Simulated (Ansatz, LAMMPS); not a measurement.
# Static equation of state of amorphous Al2O3 (155 atoms)

Density of this cell: 2.90 g/cm³. The cell holds 155 atoms: 62 Al and 93 O. Cell: a = 12.278 Å, b = 12.083 Å, c = 12.186 Å, α = 91.0°, β = 90.5°, γ = 89.2°. The starting structure: 155 atoms (62 Al, 93 O) placed at random at 3 g/cm³, melted at 5000 K for 10 ps at fixed volume with the Morse and Coulomb pair potential with partial charges (Pedone, Malavasi, Menziani, Cormack and Segre, J. Phys. Chem. B 110, 11780 (2006)). Quenched from 5000 K to 300 K at 20 K/ps and fixed volume, held 5 ps, then minimised at fixed cell.

Calculated with Ansatz 0.2.0: Kohn-Sham DFT, revPBE, PAW (set soft_2), plane waves; cutoff 420 eV, Γ point, gaussian smearing of 0.05 eV. Cell and atoms were relaxed first, to V0 = 11.660 Å³ an atom at a residual P0 = 0.012 GPa. The cell was then scaled evenly, and the atoms were relaxed at each volume.

```
volume (Å³/atom)  pressure (GPa)
          10.494               ?
          10.960           7.216
          11.310           3.209
          12.010          -3.251
          12.359          -5.956
```

**Question.** Fit the third-order Birch–Murnaghan equation to the rows given and extrapolate to the withheld row.

**Working.**

Take the Eulerian strain f = ½[(V0/V)^(2/3) − 1] and the normalised pressure F = (P − P0) / [3f(1 + 2f)^(5/2)]. The third-order Birch–Murnaghan equation is then the line F = B0 + (3/2)B0(B′ − 4) f, so u = f and v = F.

| u = f | v = F (GPa) |
| --- | --- |
| 0.0210567 | 102.865 |
| 0.0102567 | 98.7550 |
| -0.00975639 | 117.127 |
| -0.0190506 | 115.081 |

With n = 4: mean u = 6.2659e-4, mean v = 108.457, Σ(u − ū)² = 0.0010051, Σ(u − ū)(v − v̄) = -0.42804. Slope b = -0.42804 / 0.0010051 = -425.86; intercept a = v̄ − b ū = 108.72.

So B0 = a = 109 GPa and B′ = 4 + 2b/(3a) = 1.39. At the withheld volume f = 0.03638, F = a + b f = 93.23 GPa, and P = P0 + 3f(1 + 2f)^(5/2) F.

Prediction at 10.494: 12.14 GPa. The run gave 11.58 GPa, so the fit is high by 0.57 GPa (4.9 % of the value).

The series isn't one smooth equation of state: even a line fitted to all rows, the withheld one included, misses F by up to 4.7 %, the count of bonds changes along the series and an atom moves over 0.5 Å in some relaxation. B0 and B′ are then only the numbers of this fit, not moduli of the material. Among the rows given, the largest miss of the fit is at 10.960, by 0.22 GPa (1.2 % of the range of the table).

Limits: Static cells at zero temperature; the cell shape is held. The program notes that the SCF threshold of these relaxations is loose for the stress. The quench rate of 20 K/ps is many orders above laboratory rates, so the cell is likely richer in defects and strain than a real sample. The network of bonds at the start is that of the classical potential that made the cell, and needn't be the one that DFT or experiment would give. Only the Γ point is sampled, in a cell whose shortest periodic width is 12 Å.

[Logs are printed without paths, hosts, clocks, repeated set-up lines and the standing remarks that a program may print on its own settings, such as how far it seeks lower states.]

[Hosts, paths, dates, database ids (printed as entryN), source tags and the programs' standing remarks are cut or masked in the printed files.]
